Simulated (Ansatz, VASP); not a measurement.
# FeO (Wuestite): VASP beside Ansatz

The input INCAR:

```
SYSTEM = FeO
PREC = Accurate
ENCUT = 520
EDIFF = 1E-7
ISMEAR = 0
SIGMA = 0.05
LREAL = .FALSE.
LASPH = .TRUE.
NELM = 60
ALGO = Normal
ISIF = 2
LWAVE = .FALSE.
LCHARG = .FALSE.
GGA = PE
NBANDS = 14
```

The input KPOINTS:

```
regular mesh
0
G
  14 14 14
  0 0 0
```

File POSCAR:

```
FeO
1.0
    0.0000000000      2.0175544629      2.0175544629
    2.0175544629      0.0000000000      2.0175544629
    2.0175544629      2.0175544629      0.0000000000
Fe O
1 1
Direct
    0.0000000000      0.0000000000      0.0000000000
    0.5000000000      0.5000000000      0.5000000000
```

Input for Ansatz:

```yaml
crystal:
  lattice:
    - [0.0, 2.0175544629, 2.0175544629]
    - [2.0175544629, 0.0, 2.0175544629]
    - [2.0175544629, 2.0175544629, 0.0]
  atoms:
    - { symbol: Fe, position: [0.0, 0.0, 0.0] }
    - { symbol: O, position: [0.5, 0.5, 0.5] }
basis:
  ecutwfc: 420
  ecutrho_ratio: 4
kpoints:
  mp_grid: { grid: [14, 14, 14] }
hamiltonian:
  xc: pbe
scf:
  occupations: { method: gaussian, width: 0.05 }
output:
  forces: true
  stress: true
  eigenvalues: true
```

Alike in both runs: task single point; functional PBE; k mesh 14 × 14 × 14; occupations gaussian, width 0.05 eV; no spin polarisation.

|  | VASP | Ansatz |
| --- | --- | --- |
| version | VASP 6.6.1 | Ansatz 0.2.0 |
| potentials or method | VASP PAW PBE potentials, release 64 (Fe, O) | scalar-relativistic, plane waves, PAW |
| plane-wave cutoff (eV) | 520 | 420 |
| valence electrons in the cell | 14 | 22 |

```tsv
	VASP	Ansatz	Ansatz less VASP
gap on the k mesh at the Fermi level (eV)	none	none	-
pressure (GPa)	12.4	10.7	-1.67
```

A gap of «none» marks a metal or a gap that the smearing closes. The two sets of potentials don't hold the same shells in valence.

Caveats: the run has no spin polarisation, though such a crystal can be magnetic; semilocal functionals often make such compounds metallic where correlation or magnetic order opens a gap, which also shifts bond lengths. Spin polarisation is off, so any magnetic state and its effect on volume and gap are missing.
